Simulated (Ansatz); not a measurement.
Runs of Ansatz 0.2.0 on GaP. It takes space group P4/mmm (No. 123, tetragonal). The conventional cell has a = 3.457 Å, b = 3.457 Å, c = 2.803 Å, α = 90.00°, β = 90.00°, γ = 90.00°. Ga (site symmetry 4/mmm) has 2 Ga at 2.80 Å and 8 P at 2.82 Å as nearest neighbours. Around P (site symmetry 4/mmm) lie 2 P at 2.80 Å and 8 Ga at 2.82 Å. The cell was built by a generator and needn't be a form met in nature.

```tsv
task	level	cell	points for each segment of the path	gap on the mesh (eV)	pressure (GPa)	relaxed volume (Å³/atom)
relaxation of cell and atoms	PBEsol0	relaxed	-	none	0.0	15.92
relaxation of cell and atoms	HSEsol	relaxed	-	none	0.0	15.70
band structure	HSE03	as given	4	none	-0.8	-
single point	HF	as given	-	none	7.7	-
relaxation of cell and atoms	HF	relaxed	-	none	0.0	(a)
single point	PBE0	as given	-	none	-0.8	-
band structure	HSE06	as given	4	none	-1.2	-
single point	PBEsol0	as given	-	none	(b)	-
```

Alike in all rows: potentials or basis Ansatz PAW; no spin polarisation; k mesh 4 × 4 × 5; cutoff (eV) 420; smearing fermi-dirac 0.05 eV; the mesh is coarse, so values aren't converged.

Fill in the values left out.

(a) 18.32; (b) -3.2.

Caveats: all runs use coarse meshes; the PAW data sets come from PBE, with cores solved anew for the run's functional, which leaves a small shift of forces and pressure; the thresholds are loose for stress (some runs); the plane-wave basis is chosen anew once the cell has moved, so the energies of steps on either side of that aren't comparable (some runs).

A k mesh can miss the band edges, and the runs leave out spin-orbit coupling on Ga.

A gap of «none» marks a metal or a gap under the smearing width.
